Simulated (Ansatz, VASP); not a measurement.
## One calculation of Pt, two programs

```
CELL_PARAMETERS angstrom
-1.67701 1.67701 1.35117
1.67701 -1.67701 1.35117
1.67701 1.67701 -1.35117
ATOMIC_POSITIONS crystal
Pt 0.50000 0.50000 0.00000
```

Alike in both runs: functional PBEsol; k mesh 26 × 26 × 26; occupations gaussian, width 0.1 eV; no spin polarisation.

Ansatz relaxed the structure, and its values are those at the end. VASP's run is a single point on that final structure, the one shown.

|  | VASP | Ansatz |
| --- | --- | --- |
| version | VASP 6.6.1 | Ansatz 0.2.0 |
| potentials or method | VASP PAW PBE potentials, release 64 (Pt) | scalar-relativistic, plane waves, PAW |
| plane-wave cutoff (eV) | 520 | 420 |
| valence electrons in the cell | 10 | 18 |

```csv
,VASP,Ansatz,Ansatz less VASP
gap on the k mesh at the Fermi level (eV),none,none,-
pressure (GPa),-0.4,0.0,+0.43
```

A gap of «none» marks a metal or a gap that the smearing closes. The two sets of potentials don't hold the same shells in valence.

Caveats: the PAW data sets were made with another functional, which shifts forces and pressure a little (VASP). Spin-orbit coupling is left out, which matters for the levels of Pt.
